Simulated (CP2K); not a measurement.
C3N4:

```
CELL_PARAMETERS angstrom
3.62162 0.00000 0.00000
0.00000 3.62162 0.00000
0.00000 0.00000 3.62162
ATOMIC_POSITIONS crystal
N 0.75431 0.24569 0.24569
N 0.24569 0.75431 0.24569
N 0.24569 0.24569 0.75431
N 0.75431 0.75431 0.75431
C 0.00000 0.50000 0.00000
C 0.00000 0.00000 0.50000
C 0.50000 0.00000 0.00000
```

The cell comes from a database or a generator and needn't be the stable form of this composition.

The cell isn't the ideal one: volume scaled by 1.15.

```yaml
Program: CP2K 2026.2
Task: relaxation of cell and atoms
Functional: PBEsol
Potentials_or_basis: POTENTIAL_UZH N GTH-PBE-q5, C GTH-PBE-q4; TZVP-MOLOPT-PBE-GTH basis
Density_cutoff: 6123 eV
k_mesh: 8 × 8 × 8
Occupations: fermi-dirac, width 0.05 eV
Spin: no spin polarisation
```

At the start: pressure -44.4 GPa; volume 6.79 Å³/atom.

How do energy, volume and symmetry change on relaxing?

Over 8 steps the energy falls by 146.1 meV/atom and the volume is 5.85 Å³/atom (-13.8 %); space group P-43m (No. 215, to 0.05 Å).

The path:
| step | energy change (eV) | largest force (eV/Å) | volume (Å³) |
| --- | --- | --- | --- |
| 1 | 0.0000 | 0.3170 | 47.50 |
| 2 | -0.3789 | 0.1462 | 46.05 |
| 3 | -0.9357 | 1.1605 | 39.91 |
| 4 | -1.0134 | 0.3556 | 41.35 |
| 5 | -1.0208 | 0.1951 | 41.11 |
| 6 | -1.0230 | 0.0073 | 40.96 |
| 7 | -1.0230 | 0.0005 | 40.97 |
| 8 | -1.0230 | 0.0005 | 40.97 |

Final structure:
```
N C
1.0
     3.44731    0.00000    0.00000
     0.00000    3.44731    0.00000
     0.00000    0.00000    3.44731
N C
4 3
Direct
  0.75295 0.24705 0.24705
  0.24705 0.75295 0.24705
  0.24705 0.24705 0.75295
  0.75295 0.75295 0.75295
  0.00000 0.50000 0.00000
  0.00000 0.00000 0.50000
  0.50000 0.00000 0.00000
```

Caveat: the potentials were made for another functional, which shifts forces and pressure; the basis of atomic orbitals isn't converged, which shifts pressures, moduli and gaps.
